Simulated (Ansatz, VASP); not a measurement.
**CdS: VASP beside Ansatz**

Contents of POSCAR:

```
CdS
1.0
    0.0000000000      2.7950788809      2.7950788809
    2.7950788809      0.0000000000      2.7950788809
    2.7950788809      2.7950788809      0.0000000000
Cd S
1 1
Direct
   -0.0042461853      0.0042461853      0.0042461853
    0.5148886675      0.4851113325      0.4851113325
```

File INCAR.step1:

```
SYSTEM = CdS
PREC = Accurate
ENCUT = 520
ISMEAR = 0
SIGMA = 0.05
LREAL = .False.
LASPH = .True.
NELM = 100
NBANDS = 16
GGA = PE
ALGO = Normal
EDIFF = 1E-4
LWAVE = .True.
LCHARG = .False.
```

INCAR.step2

```
SYSTEM = CdS
PREC = Accurate
ENCUT = 520
EDIFF = 1E-6
ISMEAR = 0
SIGMA = 0.05
LREAL = .False.
LASPH = .True.
NELM = 100
ALGO = Normal
ISIF = 2
LWAVE = .False.
LCHARG = .False.
METAGGA = R2SCAN
LMIXTAU = .True.
NBANDS = 16
ISTART = 1
```

The input KPOINTS:

```
regular mesh
0
Gamma
  8 8 8
  0 0 0
```

Input for Ansatz:

```yaml
crystal:
  lattice:
    - [0.0, 2.7950788809, 2.7950788809]
    - [2.7950788809, 0.0, 2.7950788809]
    - [2.7950788809, 2.7950788809, 0.0]
  atoms:
    - { symbol: Cd, position: [-0.0042461853, 0.0042461853, 0.0042461853] }
    - { symbol: S, position: [0.5148886675, 0.4851113325, 0.4851113325] }
basis:
  ecutwfc: 500
kpoints:
  mp_grid: { grid: [8, 8, 8] }
hamiltonian:
  xc: r2scan
scf:
  occupations: { method: gaussian, width: 0.05 }
output:
  forces: true
  stress: true
  eigenvalues: true
```

Change from the starting cell: mode 4 frozen in at -0.081 Å, equal normal strain along x, y and z +0.0250.

Alike in both runs: task single point; functional r2SCAN; k mesh 8 × 8 × 8; occupations gaussian, width 0.05 eV; no spin polarisation.

|  | VASP | Ansatz |
| --- | --- | --- |
| version | VASP 6.6.1 | Ansatz 0.2.0 |
| potentials or method | VASP PAW PBE potentials, release 64 (Cd, S) | scalar-relativistic, plane waves, PAW |
| plane-wave cutoff (eV) | 520 | 500 |
| valence electrons in the cell | 18 | 26 |

|  | VASP | Ansatz | Ansatz less VASP |
| --- | --- | --- | --- |
| gap on the k mesh at the Fermi level (eV) | 0.74 | 0.76 | +0.022 |
| least direct gap on the mesh (eV) | 1.84 | 1.87 | +0.029 |
| pressure (GPa) | -4.5 | -4.9 | -0.34 |
| largest component of the traceless stress (GPa) | 0.59 | 0.57 | -0.015 |
| rms of the force components (eV/Å) | 0.056 | 0.052 | -0.0043 |

Atom by atom the forces differ by 0.004 eV/Å (rms over components). The two sets of potentials don't hold the same shells in valence.

Caveats: the PAW data sets were made with another functional, which shifts forces and pressure a little (VASP). A k mesh can miss the band edges.
